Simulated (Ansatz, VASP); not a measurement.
# Ni: VASP beside Ansatz

The input INCAR:

```
SYSTEM = Ni
PREC     = Accurate       ! precision mode
ENCUT    = 520            ! plane-wave cutoff, eV
EDIFF    = 1E-6           ! SCF threshold, eV
ISMEAR   = -1             ! smearing method
SIGMA    = 0.1            ! smearing width, eV
LREAL    = .FALSE.        ! projectors in reciprocal space
LASPH    = .TRUE.         ! aspherical terms in the spheres
NELM     = 150            ! most SCF steps
ALGO     = Normal         ! electronic algorithm
ISIF     = 2              ! what is computed and relaxed
LWAVE    = .FALSE.        ! write WAVECAR
LCHARG   = .FALSE.        ! write CHGCAR
MAGMOM   = 0 0 0          ! initial moments
LORBIT   = 11             ! projections on sites
LSORBIT  = .TRUE.         ! spin-orbit coupling
GGA_COMPAT= .FALSE.      
LORBMOM  = .TRUE.       
LMAXMIX  = 4              ! l up to which the mixer works
GGA      = CA             ! functional
NBANDS   = 21             ! bands
```

Contents of KPOINTS:

```
Automatic mesh
0
G
  16 16 16
  0 0 0
```

File POSCAR:

```
Ni
1.0
   -1.3602579849      1.3602579849      1.3602579849
    1.3602579849     -1.3602579849      1.3602579849
    1.3602579849      1.3602579849     -1.3602579849
Ni
1
Direct
    0.0000000000      0.0000000000      0.0000000000
```

Input for Ansatz:

```yaml
crystal:
  lattice:
    - [-1.3602579849, 1.3602579849, 1.3602579849]
    - [1.3602579849, -1.3602579849, 1.3602579849]
    - [1.3602579849, 1.3602579849, -1.3602579849]
  atoms:
    - { symbol: Ni, position: [0.0, 0.0, 0.0] }
hamiltonian:
  xc: lda
  pseudopotentials:
    kind: paw_fr
    azcp:
      Ni: "pseudopotentials/Ni.paw.azcp"
basis:
  ecutwfc: 420
  fft_grid_basis: typed
kpoints:
  mp_grid: { grid: [16, 16, 16], shift: [0, 0, 0] }
magnetization:
  noncollinear: true
  spin_orbit: true
scf:
  occupations: { method: fermi_dirac, width: 0.1 }
```

Alike in both runs: task single point; functional LDA; k mesh 16 × 16 × 16; occupations fermi-dirac, width 0.1 eV; non-collinear spin, spin-orbit coupling.

|  | VASP | Ansatz |
| --- | --- | --- |
| version | VASP 6.6.1 | Ansatz 0.2.0 |
| potentials or method | VASP PAW LDA potentials, release 64 (Ni) | plane waves (420 eV) with PAW, fully relativistic with spin-orbit coupling |
| plane-wave cutoff (eV) | 520 | 420 |
| valence electrons in the cell | 10 | 18 |

```tsv
	VASP	Ansatz	Ansatz less VASP
net moment per atom (μB)	0.00	0.00	0.000
```

The two sets of potentials don't hold the same shells in valence. Ansatz warned: «pseudo_functional_mismatch».
